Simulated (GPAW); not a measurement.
# Ga2O3 (C2/m) in GPAW: single point with PBE

Aim: the single point of Ga2O3 with PBE.

Program: GPAW 26.7.0. These are calculated values, not measurements. Logs are shortened: lines on timing, memory, paths and dates and some standing lists are left out, and cuts for length are marked. The log counts tension as positive stress, the text compression.

## Step 1: The crystal as given

The structure is monoclinic, space group C2/m (No. 12). Conventional cell: a = 5.366 Å, b = 3.100 Å, c = 7.688 Å, α = 90.00°, β = 90.17°, γ = 90.00°. Around Ga (site symmetry m) lie 6 O at 2.06 to 2.31 Å. O (site symmetry 2/m) is surrounded by 6 Ga at 2.30 to 2.31 Å. O (site symmetry m) is surrounded by 3 Ga at 2.06 to 2.07 Å.

The cell was built by a generator and needn't be a form met in nature.

## Step 2: Single point, PBE

Contents of run.py:

```python
from ase.dft.bandgap import bandgap
from ase.io import read, write
from ase.units import GPa
from gpaw import GPAW, PW

atoms = read('POSCAR')

calc = GPAW(mode=PW(650),
            xc='PBE',
            kpts={'size': (8, 8, 3), 'gamma': True},
            occupations={'name': 'fermi-dirac', 'width': 0.05},
            nbands=24,
            maxiter=120,
            txt='gpaw.txt')
atoms.calc = calc
energy = atoms.get_potential_energy()
forces = atoms.get_forces()
stress = atoms.get_stress()
calc.write('gs.gpw')
write('result.traj', atoms)
print(f'Energy: {energy:.6f} eV')
print('Forces (eV/A):')
print(forces.round(4))
print('Stress (GPa):', (stress / GPa).round(3))
print('Fermi level:', round(calc.get_fermi_level(), 4), 'eV')
print(f'Gap: {bandgap(calc)[0]:.4f} eV, direct: {bandgap(calc, direct=True)[0]:.4f} eV')
```

Contents of POSCAR:

```
Ga2O3
1.0
    2.6830187700     -1.5499431900      0.0000000000
    2.6830187700      1.5499431900      0.0000000000
   -0.0221418100      0.0000000000      7.6880715900
Ga O
2 3
Direct
    0.6668480600      0.6668480600      0.3103706900
    0.3331519400      0.3331519400      0.6896293100
    0.0000000000      0.0000000000      0.5000000000
    0.6681968600      0.6681968600      0.8236547200
    0.3318031400      0.3318031400      0.1763452800
```

Potentials or basis: GPAW PAW data sets (gpaw-data 1.2.1), pw.

The run is started by

```bash
> OMP_NUM_THREADS=1 python run.py
```

gpaw.txt:

```text
__  _  _
 | _ |_)|_||  |
 |__||  | ||/\| - 26.7.0

Input parameters:
  mode=PW(ecut=650.0),
  kpts=MonkhorstPack(size=(8, 8, 3), gamma=True),
  maxiter=120,
  nbands=24,
  occupations=Occupations(name='fermi-dirac', width=0.05),
  xc=XC(name='PBE')

Diagonalizing LCAO Hamiltonian
Converting LCAO to pw mode

                O

           Ga

       O
                Ga

           O

Atoms  # Å, Bohr magnetons
|   | symbol |         x |        y |        z |    initial magnetic moments |
|---|--------|-----------|----------|----------|-----------------------------|
| 0 |     Ga |  3.571460 | 0.000000 | 2.386152 | ( 0.0000,  0.0000,  0.0000) |
| 1 |     Ga |  1.772436 | 0.000000 | 5.301920 | ( 0.0000,  0.0000,  0.0000) |
| 2 |      O | -0.011071 | 0.000000 | 3.844036 | ( 0.0000,  0.0000,  0.0000) |
| 3 |      O |  3.567332 | 0.000000 | 6.332316 | ( 0.0000,  0.0000,  0.0000) |
| 4 |      O |  1.776564 | 0.000000 | 1.355755 | ( 0.0000,  0.0000,  0.0000) |

Unit cell  # Å
| periodic |         x |         y |        z |  lengths |    angles |
|----------|-----------|-----------|----------|----------|-----------|
|      yes |  2.683019 | -1.549943 | 0.000000 | 3.098534 | 90.142884 |
|      yes |  2.683019 |  1.549943 | 0.000000 | 3.098534 | 90.142884 |
|      yes | -0.022142 |  0.000000 | 7.688072 | 7.688103 | 60.028876 |

Number of symmetries: 4
Symmetry operations  # r_c * U_cc + t_c -> r_c
|   | kind |            matrix            |
|---|------|------------------------------|
| 0 |  E   |  1, 0, 0,  0, 1, 0,  0, 0, 1 |
| 1 |  σ   |  0, 1, 0,  1, 0, 0,  0, 0, 1 |
| 2 |  C2  |  0,-1, 0, -1, 0, 0,  0, 0,-1 |
| 3 |  i   | -1, 0, 0,  0,-1, 0,  0, 0,-1 |

BZ-sampling:
  Number of BZ points: 192
  Number of IBZ points: 57

  Monkhorst-Pack size: [8, 8, 3]
  Monkhorst-Pack shift: [0.0625, 0.0625, 0.0]

K-points  # in reciprocal-cell coordinates
|     |                                coordinates |     weight |
|-----|--------------------------------------------|------------|
|   0 | (  0.00000000,   0.00000000,   0.00000000) | 0.00520833 |
|   1 | (  0.00000000,   0.00000000,   0.33333333) | 0.01041667 |
|   2 | (  0.12500000,  -0.12500000,   0.00000000) | 0.01041667 |
|   3 | (  0.12500000,  -0.12500000,   0.33333333) | 0.02083333 |
|   4 | (  0.12500000,   0.00000000,  -0.33333333) | 0.02083333 |
|   5 | (  0.12500000,   0.00000000,   0.00000000) | 0.02083333 |
|   6 | (  0.12500000,   0.00000000,   0.33333333) | 0.02083333 |
|   7 | (  0.12500000,   0.12500000,  -0.33333333) | 0.01041667 |
|   8 | (  0.12500000,   0.12500000,   0.00000000) | 0.01041667 |
|   9 | (  0.12500000,   0.12500000,   0.33333333) | 0.01041667 |
| ... |                                            |            |
|  56 | (  0.50000000,   0.50000000,   0.33333333) | 0.01041667 |

Plane wave coefficients: 2455
Cutoff: 650.0 eV

Spin-components: 1 (collinear spins)
Bands:           24
Projectors:      25
Spin-degeneracy: 2
Datatype:        complex128

Parallelization:
  kpt:    1
  domain: 1
  band:   1

Density:
  Valence electrons: 24.0
  Components: 1
  Grid points: [20 20 48]
  Charge: 0.0  # |e|

Potential:
  Grid points: [20 20 48]

species:
  Ga:
    name:    Gallium
    Z:       31.0
    valence: 3
    core:    28
    charge:  0.0  # [|e|]
    compensation charges:
      type: gauss
      rc: 0.37  # [Å]
      lmax: 2
    cutoffs:
      filter: 2.06  # [Å]
      core: 4.17  # [Å]
    projectors
    | kind |    occ | energy [eV] | rcut [Å] |
    |------|--------|-------------|----------|
    |   4s |  2.000 |      -8.945 |    1.164 |
    |   4p |  1.000 |      -2.580 |    1.164 |
    |    s |        |      18.266 |    1.164 |
    |    p |        |      24.631 |    1.164 |
    |    d |        |       0.000 |    1.164 |

    Using partial waves for Ga as LCAO basis

  O:
    name:    Oxygen
    Z:       8.0
    valence: 6
    core:    2
    charge:  0.0  # [|e|]
    compensation charges:
      type: gauss
      rc: 0.21  # [Å]
      lmax: 2
    cutoffs:
      filter: 1.17  # [Å]
      core: 0.83  # [Å]
    projectors
    | kind |    occ | energy [eV] | rcut [Å] |
    |------|--------|-------------|----------|
    |   2s |  2.000 |     -23.961 |    0.688 |
    |   2p |  4.000 |      -9.029 |    0.598 |
    |    s |        |       3.251 |    0.688 |
    |    p |        |      18.182 |    0.598 |
    |    d |        |       0.000 |    0.619 |

    Using partial waves for O as LCAO basis

Reference energy: -111891.899961  # eV

eigensolver:
  PPCG
  Converge bands: occupied
  niter=2

density mixing:
  MSR1-Mixer
  Pratt-step length: 0.05
  Maximum mixing coefficient: 0.75
  Old densities: 10
  SVD Regularization: 0.005
  Good broyden scale: 1.0
  Trust region scale: 1.0
  Backstep threshold: 4.0
  History deletion threshold: 6.0
  Fourier metric: weight=20.0, sigma=0.015

occupation numbers:
  Fermi-Dirac:
    width: 0.0500  # eV

poisson solver:
  ecut: 5200.0  # eV

xc functional:
  name: PBE with 2 nearest neighbor stencil

convergence criteria:
- Maximum [total energy] change in last 3 cyles: 0.0005 eV / valence electron
- Maximum integral of absolute [dens]ity change: 0.0001 electrons / valence electron
- Maximum integral of absolute [eigenst]ate change: 4e-08 eV^2 / valence electron
maximum number of iterations: 120

SCF iterations
|iter     | |      energy | eigst |  dens |
|---------|-|-------------|-------|-------|
|iter:   1| |  -32.505954 | -0.12 |       |
|iter:   2| |  -31.226603 | -1.82 | -0.69 |
|iter:   3| |  -28.597310 | -1.06 | -0.75 |
|iter:   4| |  -28.582627 | -3.01 | -1.30 |
|iter:   5| |  -28.594285 | -2.76 | -1.48 |
|iter:   6| |  -28.560054 | -3.26 | -1.71 |
|iter:   7| |  -28.560151 | -5.23 | -2.68 |
|iter:   8| |  -28.560198c| -5.85 | -2.99 |
|iter:   9| |  -28.560200c| -7.17 | -3.72 |
|iter:  10| |  -28.560200c| -8.40c| -4.41c|

Converged in 10 steps
Energy contributions relative to reference atoms: (reference = -111891.899961)

Energy contributions:
  Kinetic:           7.196986
  Coulomb:          -9.818945
  Zero:              0.684508
  External:          0.000000
  Xc:              -26.622749
  Entropy:          -0.000000
  Spinorbit:         0.000000
  ----------------------------
  Free energy:     -28.560200
  Extrapolated:    -28.560200

dipole moment: (-15.107555, -0.000000, -0.000110)  # |e|*Ang

Fermi level: 3.335
Eigenvalues  # (at kpt = [0.000, 0.000, 0.000])
| band index |      eig [eV] | occ [0-2] |
|------------|---------------|-----------|
|          0 |       -15.345 |     2.000 |
|        ... |               |           |
|          4 |        -0.681 |     2.000 |
|          5 |         1.174 |     2.000 |
|          6 |         1.183 |     2.000 |
|          7 |         2.411 |     2.000 |
|          8 |         2.459 |     2.000 |
|          9 |         2.481 |     2.000 |
[... 8 lines left out ...]
|         18 |        15.092 |     0.000 |
|         19 |        15.654 |     0.000 |
|        ... |               |           |
|         23 |        18.799 |     0.000 |

Gap: 1.450 eV
Transition (v -> c):
  (s=0, k=0, n=11, [0.00, 0.00, 0.00]) -> (s=0, k=0, n=12, [0.00, 0.00, 0.00])
No difference between direct/indirect transitions

Forces  # eV/Ang
|        x |       y |        z |
|----------|---------|----------|
| -0.02684 | 0.00000 | -2.60059 |  # Ga   0
|  0.02684 | 0.00000 |  2.60059 |  # Ga   1
|  0.00000 | 0.00000 |  0.00000 |  # O    2
| -0.03072 | 0.00000 | -3.39529 |  # O    3
|  0.03072 | 0.00000 |  3.39529 |  # O    4

Stress tensor  # eV/Ang^3
|        x |        y |        z |
|----------|----------|----------|
| 0.115853 | 0.000000 | 0.001040 |
| 0.000000 | 0.115307 | 0.000000 |
| 0.001040 | 0.000000 | 0.152983 |

# Writing to gs.gpw (mode='')
```

Wall time 59 s (1 thread of Arm Neoverse V1, shared host); peak memory 0.23 GiB.

Results:

```
Free energy            : -28.5602 eV
Pressure               : -20.5 GPa
Largest force          : 3.395 eV/Å
Band gap on the k mesh : 1.45 eV, direct
```

Forces in eV/Å, atoms in the order of the input:
```
Ga  -0.027  0.000 -2.601
Ga   0.027  0.000  2.601
O    0.000  0.000  0.000
O   -0.031  0.000 -3.395
O    0.031  0.000  3.395
```

Stress tensor (GPa, compression positive):
```
-18.56   0.00  -0.17
  0.00 -18.47   0.00
 -0.17   0.00 -24.51
```

Caveat: the cutoff is short for stress and forces, so pressures can be off by a GPa or more; so large a pressure means that the cell lies far from this level's equilibrium, or that cutoff or potentials fall short.
